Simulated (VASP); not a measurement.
The system is CsI.

```
Cs I
1.0
     4.56670    0.00000    0.00000
     0.00000    4.56670    0.00000
     0.00000    0.00000    4.56670
Cs I
1 1
Direct
  0.00000 0.00000 0.00000
  0.50000 0.50000 0.50000
```

- Program: VASP 6.6.1
- Task: relaxation of cell and atoms
- Functional: PBE
- Potentials or basis: VASP PAW PBE potentials, release 64 (Cs_sv, I)
- Cutoff: 600 eV
- k mesh: 6 × 6 × 6
- Occupations: gaussian, width 0.02 eV
- Spin: no spin polarisation

At the start: pressure 0.8 GPa; volume 47.62 Å³/atom.

Problem. How do energy, volume and symmetry change on relaxing?

Solution. Over 8 steps the energy falls by 7.6 meV/atom and the volume is 50.87 Å³/atom (+6.8 %); space group Pm-3m (No. 221, to 0.05 Å).

The path:
```
step  energy change (eV)  largest force (eV/Å)  pressure (GPa)  volume (Å³)
   1              0.0000                0.0000            0.79        95.24
   2             -0.0117                0.0000            0.39        98.52
   3             -0.0153                0.0000           -0.04       101.97
   4             -0.0153                0.0000            0.02       101.61
   5             -0.0153                0.0000            0.02       101.74
   6             -0.0153                0.0000            0.02       101.74
   7             -0.0153                0.0000            0.02       101.75
   8             -0.0153                0.0000            0.01       101.75
```

Final structure:
```xyz
2
Lattice="4.6685 0.0000 0.0000 0.0000 4.6685 0.0000 0.0000 0.0000 4.6685" Properties=species:S:1:pos:R:3 pbc="T T T"
Cs    4.6685    4.6685    4.6685
I     2.3342    2.3342    2.3342
```
